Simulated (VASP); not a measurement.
Crystal: Os.

```
CELL_PARAMETERS angstrom
2.73410 0.00000 0.00000
-1.36705 2.36780 0.00000
0.00000 0.00000 4.31970
ATOMIC_POSITIONS crystal
Os 0.66667 0.33333 0.75000
Os 0.33333 0.66667 0.25000
```

* Program: VASP 6.6.1
* Task: relaxation of cell and atoms
* Functional: BLYP
* Dispersion: D4
* Potentials or basis: VASP PAW PBE potentials, release 64 (Os)
* Cutoff: 600 eV
* k mesh: 11 × 11 × 6
* Occupations: fermi-dirac, width 0.05 eV
* Spin: no spin polarisation

At the start: pressure 14.7 GPa; volume 13.98 Å³/atom.

Where does the relaxation end?

Over 9 steps the energy falls by 21.7 meV/atom and the volume is 14.47 Å³/atom (+3.5 %); space group P6_3/mmc (No. 194, to 0.05 Å).

Step by step:
| step | energy change (eV) | largest force (eV/Å) | pressure (GPa) | volume (Å³) |
| --- | --- | --- | --- | --- |
| 1 | 0.0000 | 0.0000 | 14.65 | 27.96 |
| 2 | 0.6008 | 0.0000 | -39.33 | 33.47 |
| 3 | -0.0430 | 0.0000 | -0.94 | 29.01 |
| 4 | -0.0433 | 0.0000 | -0.05 | 28.95 |
| 5 | -0.0432 | 0.0000 | 0.22 | 28.93 |
| 6 | -0.0433 | 0.0000 | 0.19 | 28.93 |
| 7 | -0.0433 | 0.0000 | 0.22 | 28.93 |
| 8 | -0.0432 | 0.0000 | -0.63 | 28.99 |
| 9 | -0.0433 | 0.0000 | 0.02 | 28.94 |

Final structure:
```
Os
1.0
     2.76648    0.00000    0.00000
    -1.38324    2.39585    0.00000
     0.00000    0.00000    4.36692
Os
2
Direct
  0.66667 0.33333 0.75000
  0.33333 0.66667 0.25000
```

Caveat: the PAW data sets were made with another functional, which shifts forces and pressure a little; pairwise dispersion overbinds metals, which lowers pressure and volume.
